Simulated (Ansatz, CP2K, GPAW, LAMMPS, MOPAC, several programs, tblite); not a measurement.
## NaI (CsCl type) from semi-empirical methods to plane-wave DFT

NaI built on the CsCl prototype, relaxed with r2SCAN in Ansatz, was computed with several methods. The symmetry is Pm-3m (No. 221, cubic); conventional cell a = 4.041 Å, 32.98 Å³ an atom. Around Na lie 8 I at 3.50 Å; around I lie 8 Na at 3.50 Å. These are computed values for a spin-unpolarised cell that may be hypothetical; none is a measurement.

```xyz
2
Lattice="4.0405 0.0000 0.0000 0.0000 4.0405 0.0000 0.0000 0.0000 4.0405" Properties=species:S:1:pos:R:3 pbc="T T T"
Na    0.0000    0.0000    0.0000
I     2.0203    2.0203    2.0203
```

Gaps and times are for a single point on this cell; volume and bulk modulus come from each method's own relaxation or energy curve at fixed shape. Times are rough, from shared hosts (Arm Neoverse V1), and each method has its own mesh and cell size. PM6 (MOPAC), PM7 (MOPAC), GFN1-xTB (tblite), GFN2-xTB (tblite) treat a cluster of cells at its zone centre, which samples few k points: where these miss a band edge, the gap comes out too large for that reason alone. Gaps from k meshes are read at a limited set of points (mesh, symmetry points, PBE's band edges), so each method's own least gap may be somewhat smaller. Force fields have no electrons; where one was fitted to this phase, its volume and modulus reflect the fit. xTB and the PM methods were fitted mostly to molecules, and can miss a solid's gap by electronvolts. Minimal bases can be far off for gaps. d marks a direct gap, i an indirect one (no mark: not told apart), a dash a value that wasn't computed or didn't pass its checks.

| method | kind | gap (eV) | own volume (Å³/atom) | bulk modulus (GPa) | atoms computed | processor time |
| --- | --- | --- | --- | --- | --- | --- |
| ffield.eim (LAMMPS) | force field | – | – | – | 2 | 0.12 s |
| light PBE (260 eV, its own mesh) | light plane-wave | 2.09 i | – | – | 2 | 0.68 s |
| PBE | semilocal | 2.30 i | 33.52 | 16 | 2 | 2.3 s |
| GFN1-xTB (tblite) | tight binding | 1.02 | 33.33 | 27 | 54 | 2.7 s |
| PM7 (MOPAC) | semi-empirical | 12.07 | – | – | 54 | 3 s |
| PM6 (MOPAC) | semi-empirical | 6.38 | – | – | 54 | 3.5 s |
| GFN2-xTB (tblite) | tight binding | 6.76 | – | – | 54 | 3.9 s |
| r2SCAN | semilocal | 3.06 i | 32.98 | 18 | 2 | 4.7 s |
| PBE/SZV (CP2K) | small basis | 1.92 i | – | – | 2 | 6.3 s |
| PBE/DZVP (CP2K) | small basis | 2.25 i | – | – | 2 | 9.4 s |
| PBE/single zeta (GPAW) | small basis | 2.18 i | – | – | 2 | 11 s |

Against r2SCAN (3.06 eV) the nearest gap at the points sampled is that of PBE (-0.76 eV) and the farthest that of PM7 (MOPAC) (+9.01 eV). r2SCAN is only a yardstick of convenience: semilocal gaps usually lie below measured ones, which GLLB-SC and hybrids aim to mend.

Volumes against r2SCAN's: PBE +1.6 %, GFN1-xTB (tblite) +1.0 %.

Runs without a result: GLLB-SC (GPAW) (single point).

No spin-orbit coupling is included; it can move band edges with weight on the heavy atoms by tenths of an eV.
